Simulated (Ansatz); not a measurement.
Free-standing chains of the atoms of KBr, named by their start (strip: triangular double chain, ladder: square double chain); atoms and period are relaxed, and energies count from relaxed bulk KBr (Fm-3m, 37.61 Å³/atom, gap on the mesh 4.32 eV).

These are results of Ansatz 0.2.0, DFT PBE, scalar-relativistic, plane waves, PAW, not measurements.

Cutoff 420 eV, Gaussian smearing of 0.05 eV, energies at zero smearing, symmetry of each start kept, collinear spin where a moment is listed.

| start | atoms | k mesh | excess energy (eV per host atom) | period (Å) | gap on the mesh (eV) | highest filled level or Fermi level under vacuum (eV) |
| --- | --- | --- | --- | --- | --- | --- |
| linear chain | 2 | 1×1×11 | 0.425 | 6.036 | 4.12 | 5.59 |
| dimerised chain | 2 | 1×1×11 | 0.425 | 6.039 | 4.11 | 5.59 |
| zigzag chain | 2 | 1×1×12 | 0.424 | 6.046 | 4.17 | 5.59 |
| ladder chain | 4 | 1×1×11 | 0.269 | 6.242 | 4.28 | 5.84 |
| strip chain* | 2 | 1×1×20 | 0.423 | 6.050 | 4.19 | 5.59 |

Zero in every row: size of the moment (μB per cell).

* ends far from its start.

An odd mesh misses points on the zone edge, so a gap read on it can be too wide.

Each run keeps its start's symmetry and one magnetic start, so lower states can exist. Rows stand on unlike meshes and boxes, so starts that end alike can differ by a few hundredths of an eV per atom.

Cost: 5 runs of about 8.3 core-minutes in all, on AMD EPYC 9R14 (Zen 4) (shared hosts).